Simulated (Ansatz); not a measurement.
A run of Ansatz 0.2.0 is set up as follows.

The input input.yaml:

```yaml
crystal:
  lattice:
    - [2.0, 1.1547005384, 8.44]
    - [-2.0, 1.1547005384, 8.44]
    - [0.0, -2.3094010768, 8.44]
  atoms:
    - { symbol: In, position: [0.8886, 0.8886, 0.8886] }
    - { symbol: In, position: [0.0, 0.0, 0.0] }
    - { symbol: Se, position: [0.1719, 0.1719, 0.1719] }
    - { symbol: Se, position: [0.3835, 0.3835, 0.3835] }
hamiltonian:
  xc: blyp
  pseudopotentials: { kind: paw }
kpoints:
  mp_grid: { grid: [8, 8, 8] }
scf:
  occupations: { method: fermi_dirac, width: 0.05 }
output:
  forces: true
  stress: true
  eigenvalues: true
relax:
  f_tol: 0.01
  max_steps: 40
  cell: { stress_tol: 0.05 }
```

Potentials or basis: Ansatz PAW.

Launch:

```console
$ ansatz run input.yaml --threads 2 --pin off --max-ram 5632MiB --backend cpu --events-out ev --progress --plain --runs-dir out
```

(1) Predict the relaxed volume.

(2) What does it give for the space group after relaxing (to 0.05 Å)?

Results:

(1) 42.27 Å³/atom.

(2) R3m (No. 160).

Caveat: the volume moved by over 15 % at a fixed basis, so the end points are rough; spin-orbit coupling is left out, which moves the levels of the heavy elements; the PAW data sets come from PBE, with cores solved anew for the run's functional, which leaves a small shift of forces and pressure.
